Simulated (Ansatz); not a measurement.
**Moving the pressure in RuAl2**

The cell as given:

```cif
data_structure
_symmetry_space_group_name_H-M 'P 1'
_symmetry_Int_Tables_number 1
_cell_length_a 4.7638
_cell_length_b 4.7638
_cell_length_c 4.7638
_cell_angle_alpha 141.758
_cell_angle_beta 141.758
_cell_angle_gamma 55.193
_cell_volume 41.12
loop_
_atom_site_label
_atom_site_type_symbol
_atom_site_fract_x
_atom_site_fract_y
_atom_site_fract_z
_atom_site_occupancy
Ru1 Ru 0.00000 0.00000 0.00000 1
Al1 Al 0.34080 0.34080 0.00000 1
Al2 Al 0.65920 0.65920 0.00000 1
```

The cell comes from a database or a generator and needn't be the stable form of this composition.

Kept alike: task relaxation of cell and atoms; functional PBEsol; k mesh 12 × 12 × 12; occupations fermi-dirac, width 0.05 eV; no spin polarisation. Program: Ansatz, Ansatz PAW, cutoff 420 eV. The mesh is that of the run's cell of 3 atoms. No spin-orbit coupling.

```csv
"pressure, P (GPa)",volume (Å³/atom)
0,13.678
2,13.529
5,?
10,13.008
20,12.478
30,12.041
```

The relaxations keep at least the cell's symmetry (I4/mmm). For a metal such a mesh leaves the last digits unconverged. The runs follow the start's structure, whether or not it is the stable one at these pressures. All rows use potentials made for PBE.

Fit the rows shown and predict the run at 5 GPa.

Murnaghan's form V = V0 (1 + B′P/B0)^(-1/B′) through the rows shown has V0 = 13.6776, B0 = 179.6 GPa and B′ = 4.07 (largest miss 0.0006); at P = 5 it gives 13.322 Å³/atom. The run gave: volume 13.321 Å³/atom.
